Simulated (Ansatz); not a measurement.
# Sb: strong compression

How does Sb (simple hexagonal type) answer strong compression? The runs shown use PAW.

Method: DFT, PBE, PAW with Ansatz's default frozen-core files, scalar-relativistic, in Ansatz 0.2.0.

### Step 1. The structure to begin with

It takes space group P6/mmm (No. 191, hexagonal). Conventional cell: a = 3.295 Å, b = 3.295 Å, c = 3.097 Å, α = 90.00°, β = 90.00°, γ = 120.00°. Sb (site symmetry 6/mmm) is surrounded by 8 Sb at 3.10 to 3.29 Å.

As a file:

```
Sb
1.0
     3.29492    0.00000    0.00000
    -1.64746    2.85348    0.00000
     0.00000    0.00000    3.09722
Sb
1
Direct
  0.00000 0.00000 0.00000
```

Whether this phase is the stable one at these pressures isn't tested.

### Step 2. Cell relaxed at zero pressure, PAW

input.yaml

```yaml
crystal:
  lattice:
    - [3.2949156045, 0.0, 0.0]
    - [-1.6474578022, 2.8534806168, 0.0]
    - [0.0, 0.0, 3.0972206682]
  atoms:
    - { symbol: Sb, position: [0.0, 0.0, 0.0] }
kpoints:
  mp_grid: { grid: [13, 13, 12] }
scf:
  occupations: { method: fermi_dirac, width: 0.05 }
hamiltonian:
  xc: pbe
  pseudopotentials: { kind: paw }
output:
  forces: true
  stress: true
  write_density: true
  write_potential: true
  elf: true
  volumetric_format: npy
relax:
  f_tol: 0.005
  max_steps: 40
  cell: {}
```

Launch:

```sh
> ansatz run input.yaml --threads 1 --pin off --max-ram 2048MiB --backend cpu --events-out ev --progress --plain --runs-dir out
```

Further steps of the session: Volume scaled by 1, PAW; Shape and atoms relaxed at 0.9 of the volume, PAW; Volume scaled by 0.9, PAW; Shape and atoms relaxed at 0.8 of the volume, PAW; Volume scaled by 0.8, PAW; Shape and atoms relaxed at 0.7 of the volume, PAW; Volume scaled by 0.7, PAW; Shape and atoms relaxed at 0.6 of the volume, PAW; Volume scaled by 0.6, PAW; Shape and atoms relaxed at 0.5 of the volume, PAW; Volume scaled by 0.5, PAW; Volume scaled by 0.5, PAW (cutoff 800 eV); Shape and atoms relaxed at 0.4 of the volume, PAW; Volume scaled by 0.4, PAW; Volume scaled by 0.4, PAW (cutoff 250 eV).

Q: Predict the outcome of this session. Wanted: PAW pressure at 0.4 of the volume; fitted bulk modulus at zero pressure.

The runs gave:

| quantity | value |
| --- | --- |
| PAW pressure at 0.4 of the volume | 409.6 GPa |
| PAW (cutoff 250 eV) pressure at 0.4 of the volume | 417.3 GPa |
| fitted bulk modulus at zero pressure (PAW) | 59 GPa |
| its pressure derivative | 4.33 |

**Reading.** At 0.4 of the starting volume PAW gives 410 GPa. A third-order Birch-Murnaghan curve fits the range only roughly (B₀ = 59 GPa, B′ = 4.33, misfit at most 1.53 GPa). A fit over so wide a range leans to the high pressures, so B₀ can be off by several per cent. No all-electron run checks these rows here, and frozen cores can fail under such compression. The ions are at rest, and the electrons smeared by 0.05 eV. Spin-orbit coupling is left out, though the cell holds Sb; in elements this heavy it can shift bands and gaps by tenths of an eV.
